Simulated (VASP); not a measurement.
# B (Cmmm) in VASP: notebook

The runs below take B through single point, with LDA.

All numbers are computed with VASP 6.6.1; they aren't measurements. Logs are shortened: lines on timing, memory, paths and dates and some standing lists are left out, and cuts for length are marked.

## Step 1: The cell of the first run

The structure is orthorhombic, space group Cmmm (No. 65). The conventional cell has a = 1.702 Å, b = 2.831 Å, c = 3.635 Å, α = 90.00°, β = 90.00°, γ = 90.00°. B (site symmetry mmm) has 6 B at 1.65 to 1.70 Å as nearest neighbours.

This isn't the form of B at room conditions, which is rhombohedral.

## Step 2: Single point, LDA (strain -0.0400 x Voigt [0, 1, 0, 0, 0, 0], atoms carried along)

INCAR reads:

```
SYSTEM = B
PREC     = Accurate       ! precision mode
ENCUT    = 520            ! plane-wave cutoff, eV
EDIFF    = 1E-6           ! SCF threshold, eV
ISMEAR   = 0              ! smearing method
SIGMA    = 0.15           ! smearing width, eV
LREAL    = .False.        ! projectors in reciprocal space
LASPH    = .True.         ! aspherical terms in the spheres
NELM     = 100            ! most SCF steps
ALGO     = Fast           ! electronic algorithm
ISIF     = 2              ! what is computed and relaxed
LWAVE    = .False.        ! write WAVECAR
LCHARG   = .False.        ! write CHGCAR
NBANDS   = 8              ! bands
```

KPOINTS reads:

```
regular mesh
0
Gamma
  33 33 14
  0 0 0
```

POSCAR reads:

```
B
1.0
    1.7024335758      0.0000000000      0.0000000000
   -0.8512167879      1.4153766959      0.0000000000
    0.0000000000      0.0000000000      3.6354228500
B
1
Direct
    0.0000000000      0.0000000000      0.0000000000
```

Potentials or basis: VASP PAW LDA potentials, release 64 (B).

Launch:

```bash
> cat potpaw_LDA.64/B/POTCAR > POTCAR
> mpirun -np 1 vasp_std > vasp.out
```

OUTCAR:

```text
SYSTEM = B
   PREC = Accurate
   ENCUT = 520
   EDIFF = 1E-6
   ISMEAR = 0
   LREAL = .False.
   LASPH = .True.
   NELM = 100
   ISIF = 2

 ion  position               nearest neighbor table
   1  0.000  0.000  0.000-

  Warning from LATTYP: Monoclinic adjustment (A1->A3, A2->A1, A3->A2)!
  LATTYP: Found a base centered orthorhombic cell.
 ALAT       =     1.7024335758
 B/A-ratio  =     1.6627687753
 C/A-ratio  =     2.1354271331

  Lattice vectors:

 A1 = (   0.8512167879,  -1.4153766959,   0.0000000000)
 A2 = (   0.8512167879,   1.4153766959,   0.0000000000)
 A3 = (   0.0000000000,   0.0000000000,   3.6354228500)

Analysis of symmetry for initial positions (statically):
=====================================================================
 Subroutine PRICEL returns:
 Original cell was already a primitive cell.

 Routine SETGRP: Setting up the symmetry group for a
 base centered orthorhombic supercell.

 Subroutine GETGRP returns: Found  8 space group operations
 (whereof  8 operations were pure point group operations)
 out of a pool of  8 trial point group operations.

The static configuration has the point symmetry D_2h.

Analysis of symmetry for dynamics (positions and initial velocities):
=====================================================================
 Subroutine PRICEL returns:
 Original cell was already a primitive cell.

 Routine SETGRP: Setting up the symmetry group for a
 base centered orthorhombic supercell.

 Subroutine GETGRP returns: Found  8 space group operations
 (whereof  8 operations were pure point group operations)
 out of a pool of  8 trial point group operations.

The dynamic configuration has the point symmetry D_2h.

 Subroutine INISYM returns: Found  8 space group operations
 (whereof  8 operations are pure point group operations),
 and found     1 'primitive' translations

----------------------------------------------------------------------------------------

                                     Primitive cell

  volume of cell :       8.7599

  direct lattice vectors                    reciprocal lattice vectors
     1.702433576  0.000000000  0.000000000     0.587394430  0.353262846  0.000000000
    -0.851216788  1.415376696  0.000000000     0.000000000  0.706525692  0.000000000
     0.000000000  0.000000000  3.635422850     0.000000000  0.000000000  0.275071165

  length of vectors
     1.702433576  1.651623810  3.635422850     0.685439169  0.706525692  0.275071165

  position of ions in fractional coordinates (direct lattice)
     0.000000000  0.000000000  0.000000000

  ion indices of the primitive-cell ions
   primitive index   ion index
                 1           1

----------------------------------------------------------------------------------------

 KPOINTS: regular mesh

Automatic generation of k-mesh.
 Grid dimensions read from file:
 generate k-points for:   33   33   14

 Generating k-lattice:

  Cartesian coordinates                     Fractional coordinates (reciprocal lattice)
     0.017799831  0.010704935  0.000000000     0.030303030  0.000000000  0.000000000
     0.000000000  0.021409869  0.000000000     0.000000000  0.030303030  0.000000000
     0.000000000  0.000000000  0.019647940     0.000000000  0.000000000  0.071428571

  Length of vectors
     0.020770884  0.021409869  0.019647940

  Shift w.r.t. Gamma in fractional coordinates (k-lattice)
     0.000000000  0.000000000  0.000000000

 Subroutine IBZKPT returns following result:
 ===========================================

 Found   2312 irreducible k-points:

 Following reciprocal coordinates:
            Coordinates               Weight
  0.000000  0.000000  0.000000      1.000000
  0.030303  0.000000  0.000000      4.000000
  0.060606  0.000000  0.000000      4.000000
  0.090909  0.000000  0.000000      4.000000
  0.121212  0.000000  0.000000      4.000000
  0.151515  0.000000  0.000000      4.000000
[... 16 lines left out ...]
  0.151515  0.030303  0.000000      4.000000
  0.181818  0.030303  0.000000      4.000000
 [... further k-points ...]
   k-points           NKPTS =   2312   k-points in BZ     NKDIM =   2312   number of bands    NBANDS=      8
   number of dos      NEDOS =    301   number of ions     NIONS =      1
   total plane-waves  NPLWV =   4704
   dimension x,y,z NGX =    14 NGY =   12 NGZ =   28
   dimension x,y,z NGXF=    28 NGYF=   24 NGZF=   56
   ions per type =               1
   NGX,Y,Z   is equivalent  to a cutoff of  13.67, 12.08, 12.80 a.u.
   NGXF,Y,Z  is equivalent  to a cutoff of  27.34, 24.16, 25.61 a.u.
 SYSTEM =  B
   PREC   = accura    normal or accurate (medium, high low for compatibility)
   ISTART =      0    job   : 0-new  1-cont  2-samecut
   ICHARG =      2    charge: 1-file 2-atom 10-const
   ISPIN  =      1    spin polarized calculation?
   LNONCOLLINEAR =      F non collinear calculations
   LSORBIT =      F    spin-orbit coupling
   LASPH  =      T    aspherical Exc in radial PAW
   ENCUT  =  520.0 eV  38.22 Ry    6.18 a.u.   3.17  3.07  6.76*2*pi/ulx,y,z
   NELM   =    100;   NELMIN=  2; NELMDL= -5     # of ELM steps
   EDIFF  = 0.1E-05   stopping-criterion for ELM
   LREAL  =      F    real-space projection
   EDIFFG = 0.1E-04   stopping-criterion for IOM
   NSW    =      0    number of steps for IOM
   IBRION =     -1    ionic relax: 0-MD 1-quasi-New 2-CG
   NFREE  =      0    steps in history (QN), initial steepest desc. (CG)
   ISIF   =      2    stress and relaxation
   ISYM   =      2    0-nonsym 1-usesym 2-fastsym
   POTIM  = 0.5000    time-step for ionic-motion
   TEBEG  =    0.0;   TEEND  =   0.0 temperature during run
   PSTRESS=    0.0 pullay stress
   NELECT =       3.0000    total number of electrons
   NUPDOWN=      -1.0000    fix difference up-down
   EMIN   =  10.00;   EMAX   =-10.00  energy-range for DOS
   EFERMI =   0.00;   METHOD = LEGACY
   ISMEAR =     0;   SIGMA  =   0.15  broadening in eV -4-tet -1-fermi 0-gaus
   EFERMI_NEDOS =   21; number of points for ismear=-14 and -15
   IALGO  =     68    algorithm
   IMIX   =      4    mixing-type and parameters
     AMIX     =   0.40;   BMIX     =  1.00
     AMIX_MAG =   1.60;   BMIX_MAG =  1.00
  volume/ion in A,a.u.               =       8.76        59.11
  Fermi-wavevector in a.u.,A,eV,Ry     =   1.145380  2.164454 17.849415  1.311895
  Thomas-Fermi vector in A             =   2.282068
   LORBIT       =      0    0 simple, 1 ext, 2 COOP (PROOUT), +10 PAW based schemes
   GGA     = CA    functional components
   LHFCALC =     F    Hartree Fock is set to
   AEXX    =    0.0000 exact exchange contribution
   IVDW    =     0    specifies the selected vdW correction
   LEPSILON=     F    determine dielectric tensor
   LRPA    =     F    only Hartree local field effects (RPA)
 non-spin polarized calculation
 RMM-DIIS sequential band-by-band and
 Gauss-broadening in eV      SIGMA  =   0.15
  energy-cutoff  :      520.00
  volume of cell :        8.76
 maximum number of plane-waves:       249
 NGX is ok and might be reduce to    14
   NGX =  7   NGY =  7   NGZ = 13

 number of electron       3.0000000 magnetization

 Free energy of the ion-electron system (eV)
  ---------------------------------------------------
  ext. energy  EPLUGINS =         0.00000000
  ---------------------------------------------------
  free energy    TOTEN  =        -6.72207771 eV

  energy without entropy =       -6.71922259  energy(sigma->0) =       -6.72065015

 E-fermi :   5.6851     XC(G=0): -10.4320

 val. band max:        5.6850536098   @ k =   0.4242   0.2727   0.2857
 cond. band min:       5.6906901429   @ k =   0.1818   0.2121   0.2143
 fundamental gap:      0.0056365331
 Fermi energy:         5.6850945874

 k-point     1 :       0.0000    0.0000    0.0000
  band No.  band energies     occupation
      1     -11.8466      2.00000
      2      -1.5532      2.00000
      3       7.5634      0.00000
      4      30.8476      0.00000
      5      31.2192      0.00000
      6      32.2572      0.00000
      7      37.3159      0.00000
      8      52.1411      0.00000

 k-point     2 :       0.0303    0.0000    0.0000
  band No.  band energies     occupation
      1     -11.8046      2.00000
      2      -1.4914      2.00000
      3       7.6166      0.00000
      4      30.6339      0.00000
      5      31.2681      0.00000
      6      32.0498      0.00000
      7      37.4797      0.00000
      8      51.5251      0.00000

 k-point     3 :       0.0606    0.0000    0.0000
  band No.  band energies     occupation
      1     -11.6788      2.00000
      2      -1.3061      2.00000
      3       7.7759      0.00000
      4      29.9857      0.00000
      5      31.4130      0.00000
      6      31.5218      0.00000
      7      37.8955      0.00000
      8      50.0812      0.00000

 k-point     4 :       0.0909    0.0000    0.0000
  band No.  band energies     occupation
      1     -11.4696      2.00000
      2      -0.9976      2.00000
      3       8.0405      0.00000
      4      28.9176      0.00000
      5      30.8311      0.00000
      6      31.6484      0.00000
      7      38.4225      0.00000
      8      48.6400      0.00000

 k-point     5 :       0.1212    0.0000    0.0000
  band No.  band energies     occupation
      1     -11.1777      2.00000
      2      -0.5665      2.00000
      3       8.4084      0.00000
      4      27.5032      0.00000
      5      30.0629      0.00000
      6      31.9627      0.00000
      7      38.9419      0.00000
      8      47.5742      0.00000

 k-point     6 :       0.1515    0.0000    0.0000
  band No.  band energies     occupation
      1     -10.8041      2.00000
      2      -0.0136      2.00000
      3       8.8760      0.00000
      4      25.8430      0.00000
      5      29.2526      0.00000
      6      32.3341      0.00000
      7      39.3759      0.00000
      8      46.9938      0.00000

 k-point     7 :       0.1818    0.0000    0.0000
  band No.  band energies     occupation
      1     -10.3507      2.00000
      2       0.6598      2.00000
      3       9.4357      0.00000
      4      24.0327      0.00000
      5      28.4271      0.00000
      6      32.7189      0.00000
      7      39.6986      0.00000
      8      46.8884      0.00000
[... 133 lines left out ...]
 k-point    20 :       0.0606    0.0303    0.0000
  band No.  band energies     occupation
      1     -11.5456      2.00000
      2      -1.1089      2.00000
      3       7.9455      0.00000
      4      29.3879      0.00000
      5      31.1217      0.00000
      6      31.5686      0.00000
      7      38.2794      0.00000
      8      49.0991      0.00000

 k-point    21 :       0.0909    0.0303    0.0000
  band No.  band energies     occupation
      1     -11.2926      2.00000
      2      -0.7351      2.00000
      3       8.2653      0.00000
      4      28.1213      0.00000
      5      30.4550      0.00000
      6      31.8481      0.00000
      7      38.8084      0.00000
      8      47.6900      0.00000

 k-point    22 :       0.1212    0.0303    0.0000
  band No.  band energies     occupation
      1     -10.9574      2.00000
      2      -0.2391      2.00000
      3       8.6867      0.00000
      4      26.5798      0.00000
      5      29.6895      0.00000
      6      32.1963      0.00000
      7      39.2965      0.00000
      8      46.8084      0.00000

 k-point    23 :       0.1515    0.0303    0.0000
  band No.  band energies     occupation
      1     -10.5416      2.00000
      2       0.3781      2.00000
      3       9.2043      0.00000
      4      24.8510      0.00000
      5      28.8659      0.00000
      6      32.5816      0.00000
      7      39.6805      0.00000
      8      46.4714      0.00000

 k-point    24 :       0.1818    0.0303    0.0000
  band No.  band energies     occupation
      1     -10.0470      2.00000
      2       1.1149      2.00000
      3       9.8072      0.00000
      4      23.0177      0.00000
      5      28.0261      0.00000
      6      32.9391      0.00000
      7      39.9578      0.00000
      8      45.4787      0.00000

 [... further k-points ...]

------------------------ aborting loop because EDIFF is reached ----------------------------------------

  FORCE on cell =-STRESS in cart. coord.  units (eV):
  Direction    XX          YY          ZZ          XY          YZ          ZX
  --------------------------------------------------------------------------------------
  -------------------------------------------------------------------------------------
  Total        0.1423786      1.5462434     -0.0979475      0.0000000      0.0000000      0.0000000
  in kB       26.0410340    282.8077495    -17.9145890      0.0000000      0.0000000      0.0000000
  external PRESSURE =      96.9780648 kB  Pullay stress =       0.0000000 kB

 VOLUME and BASIS-vectors are now :
 -----------------------------------------------------------------------------
  energy-cutoff  :      520.00
  volume of cell :        8.76
      direct lattice vectors                 reciprocal lattice vectors
     1.702433576  0.000000000  0.000000000     0.587394430  0.353262846  0.000000000
    -0.851216788  1.415376696  0.000000000     0.000000000  0.706525692  0.000000000
     0.000000000  0.000000000  3.635422850     0.000000000  0.000000000  0.275071165

 POSITION                                       TOTAL-FORCE (eV/Angst)
 -----------------------------------------------------------------------------------
      0.00000      0.00000      0.00000         0.000000      0.000000      0.000000
 -----------------------------------------------------------------------------------
    total drift:                               -0.000000     -0.000000     -0.000000

  FREE ENERGIE OF THE ION-ELECTRON SYSTEM (eV)
  ---------------------------------------------------
  free  energy   TOTEN  =        -6.7220777075 eV

  energy  without entropy=       -6.7192225933  energy(sigma->0) =       -6.72065015
```

Run time: 67 s. Hardware: 1 thread of Intel Xeon Platinum 8488C (Sapphire Rapids), shared host; peak memory 0.23 GiB.

Results:

* Free energy: -6.7221 eV
* Pressure: 9.7 GPa
* Band gap on the k mesh: none (metal or under the smearing width)

## Step 3: Single point, LDA (strain +0.0400 x Voigt [0, 1, 0, 0, 0, 0], atoms carried along)

INCAR reads:

```
SYSTEM = B
  PREC = Accurate
  ENCUT = 520
  EDIFF = 1E-7
  ISMEAR = 0
  SIGMA = 0.15
  LREAL = .False.
  LASPH = .True.
  NELM = 100
  ALGO = Fast
  ISIF = 2
  LWAVE = .False.
  LCHARG = .False.
  GGA = CA
  NBANDS = 8
```

KPOINTS is that of step 2.

POSCAR reads:

```
B
1.0
    1.7024335758      0.0000000000      0.0000000000
   -0.8512167879      1.5333247539      0.0000000000
    0.0000000000      0.0000000000      3.6354228500
B
1
Direct
    0.0000000000      0.0000000000      0.0000000000
```

Potentials or basis: VASP PAW LDA potentials, release 64 (B).

Launch:

```bash
> cat potpaw_LDA.64/B/POTCAR > POTCAR
> mpirun -np 1 vasp_std > vasp.out
```

It took 76 s on 1 thread of Intel Xeon Platinum 8488C (Sapphire Rapids), shared host; peak memory 0.25 GiB.

It converged, with:

- Free energy: -6.7146 eV
- Pressure: -12.0 GPa
- Band gap on the k mesh: none (metal or under the smearing width)

Stress tensor (GPa, compression positive):
```
-10.93   0.00   0.00
  0.00 -23.50   0.00
  0.00   0.00  -1.46
```

Levels at points of the mesh, in eV from the Fermi level:
```tsv
k point	band 1	band 2	band 3	band 4	band 5	band 6
(0.00, 0.00, 0.00)	-16.63	-6.30	2.34	22.39	23.92	25.97
(0.00, 0.00, 0.50)	-16.28	-8.32	9.00	14.01	22.40	23.93
```
